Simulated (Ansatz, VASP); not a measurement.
One calculation of C, two programs

```
CELL_PARAMETERS angstrom
2.31175 -2.50055 0.00000
2.31175 2.50055 0.00000
0.00000 0.00000 4.34220
ATOMIC_POSITIONS crystal
C 0.70093 0.96993 0.42509
C 0.96993 0.70093 0.92509
C 0.29907 0.03007 0.92509
C 0.70093 0.96993 0.07491
C 0.29907 0.03007 0.57491
C 0.03007 0.29907 0.42509
C 0.96993 0.70093 0.57491
C 0.03007 0.29907 0.07491
```

Alike in both runs: task single point; functional PBE; k mesh 6 × 6 × 4; occupations gaussian, width 0.1 eV; no spin polarisation.

```csv
,VASP,Ansatz
version,VASP 6.6.1,Ansatz 0.2.0
potentials or method,"VASP PAW PBE potentials, release 64 (C)","scalar-relativistic, plane waves, PAW"
plane-wave cutoff (eV),520,420
valence electrons in the cell,32,32
```

|  | VASP | Ansatz | Ansatz less VASP |
| --- | --- | --- | --- |
| gap on the k mesh at the Fermi level (eV) | 2.80 | 2.82 | +0.022 |
| least direct gap on the mesh (eV) | 3.82 | 3.84 | +0.021 |
| pressure (GPa) | 25.8 | 25.0 | -0.76 |
| largest component of the traceless stress (GPa) | 12.51 | 12.35 | -0.153 |
| rms of the force components (eV/Å) | 1.628 | 1.596 | -0.0319 |

Atom by atom the forces differ by 0.033 eV/Å (rms over components).

Caveats: so large a pressure means that the cell lies far from this level's equilibrium, or that cutoff or potentials fall short (VASP); forces of over 1 eV/Å show positions far from the minimum, so gaps and moduli don't describe the material at rest.
